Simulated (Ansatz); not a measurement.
Point defect: Au vacancy in Au

The calculation used Ansatz 0.2.0, DFT PBE, scalar-relativistic, plane waves, PAW. (420 eV cutoff, 3×3×3 k-mesh, Gaussian smearing of 0.10 eV, no spin polarisation)

Host crystal, relaxed:

```
Au
1.0
     0.00000    2.07895    2.07895
     2.07895    0.00000    2.07895
     2.07895    2.07895    0.00000
Au
1
Direct
  0.00000 0.00000 0.00000
```

Supercell of 63 atoms, rows in host cell vectors: 0 1 -4; 1 -4 0; -4 0 1. Atoms relax at the host's cell, keeping the symmetry that the supercell leaves at the site. The cell is small, so energies carry finite-size errors of tenths of an eV. The host is a metal. Atoms are taken from and returned to the elements' standard states.

Spin-orbit coupling is left out, which matters for the bands and energies of heavy elements.

Defect: Au vacancy set at (0.000, 0.000, 0.000) of the host cell. Before relaxation its nearest neighbours are 12 Au at 2.94 Å.

```json
{"charge": "0", "E_f at the valence band top (eV)": "0.40", "moment (μB)": "0.00", "largest move (Å)": "0.06", "atoms near the site": "6 Au at 2.88 Å, 6 Au at 2.89 Å"}
```

Cost: 2 runs of about 55 core-minutes in all, on Intel Xeon Processor @ 2.70GHz (shared hosts).